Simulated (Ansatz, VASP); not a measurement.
# One calculation of PbSe, two programs

The input INCAR:

```
SYSTEM = PbSe
PREC = Accurate
ENCUT = 520
EDIFF = 1E-7
ISMEAR = 0
SIGMA = 0.01
LREAL = .FALSE.
LASPH = .TRUE.
NELM = 60
ALGO = Normal
ISIF = 2
LWAVE = .FALSE.
LCHARG = .FALSE.
NBANDS = 17
```

Contents of KPOINTS:

```
regular mesh
0
G
  8 8 8
  0 0 0
```

POSCAR

```
PbSe
1.0
    0.0000000000      3.0887022216      3.0887022216
    3.0887022216      0.0000000000      3.0887022216
    3.0887022216      3.0887022216      0.0000000000
Pb Se
1 1
Direct
    0.0000000000      0.0000000000      0.0000000000
    0.5000000000      0.5000000000      0.5000000000
```

Input for Ansatz:

```yaml
crystal:
  lattice:
    - [0.0, 3.0887022216, 3.0887022216]
    - [3.0887022216, 0.0, 3.0887022216]
    - [3.0887022216, 3.0887022216, 0.0]
  atoms:
    - { symbol: Pb, position: [0.0, 0.0, 0.0] }
    - { symbol: Se, position: [0.5, 0.5, 0.5] }
kpoints:
  mp_grid: { grid: [8, 8, 8] }
  band_path:
    path:
      - [0.0, 0.0, 0.0]
      - [0.5, 0.0, 0.5]
      - [0.625, 0.25, 0.625]
      - [0.375, 0.375, 0.75]
      - [0.5, 0.5, 0.5]
      - [0.5, 0.25, 0.75]
      - [0.0, 0.0, 0.5]
    npoints: 1
hamiltonian:
  xc: lda
scf:
  occupations: { method: fixed }
  n_extra_bands: 4
output:
  forces: true
  stress: true
  eigenvalues: true
```

Alike in both runs: task single point; functional LDA; k mesh 8 × 8 × 8; no spin polarisation.

```csv
,VASP,Ansatz
version,VASP 6.6.1,Ansatz 0.2.0
potentials or method,"VASP PAW LDA potentials, release 64 (Pb_d, Se)","plane waves, PAW"
plane-wave cutoff (eV),520,420
occupations,"gaussian, width 0.01 eV",fixed
valence electrons in the cell,20,30
```

|  | VASP | Ansatz | Ansatz less VASP |
| --- | --- | --- | --- |
| gap on the k mesh at the Fermi level (eV) | 0.25 | 0.27 | +0.020 |
| pressure (GPa) | -3.3 | -3.4 | -0.09 |

The two sets of potentials don't hold the same shells in valence.

Caveats: spin-orbit coupling is left out, which as a rule narrows the gap of such compounds by several tenths of an eV.
